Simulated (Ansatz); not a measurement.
**Sn2Se: balancing the decomposition**

The calculation used Ansatz 0.2.0, DFT PBE, scalar-relativistic, plane waves, PAW. All cells share a 420 eV cutoff and Γ-centred k meshes spaced at most about 0.3 Å⁻¹ (about 0.25 or finer for metals, 2π included). No spin polarisation.

Formation energies are uncorrected and refer to the elements' standard structures at the same level. The references include grey tin.

Temperature and zero-point effects are left out. Weakly bound directions are ill-defined at this level, which has no dispersion term (SnSe Pnma). The reference form of Se is held partly by dispersion forces, which this level lacks.

A trial structure of Sn2Se (reached from: YSi2 type (P6/mmm); relaxed: space group P6/mmm (No. 191), a = 5.005 Å, c = 3.774 Å) has a formation energy of 0.129 eV/atom. At its composition the lowest mixture among the elements and 2 reference phases computed alike (others may be missing) consists of these:

```json
{"phase": "Sn (solid)", "source": "element", "ΔE_f (eV/atom)": "0.000"}
{"phase": "SnSe (Pnma)", "source": "Materials Project", "ΔE_f (eV/atom)": "-0.438"}
```

Question: Write the balanced decomposition and find its energy per atom, per formula unit and per mole of formula units.

Answer: Balancing Sn and Se gives Sn2Se → Sn + SnSe. The left side holds 3 atoms, and the products take 1/3 (Sn) and 2/3 (SnSe) of them. The mixture therefore lies at 1/3 × (0.000) + 2/3 × (-0.438) = -0.292 eV/atom. The reaction energy is -0.292 − (0.129) = -0.421 eV/atom. Times 3 atoms that is -1.263 eV per Sn2Se, and times 96.485 it is -122 kJ per mole of Sn2Se. Decomposition is downhill, so the trial structure is unstable against this mixture.
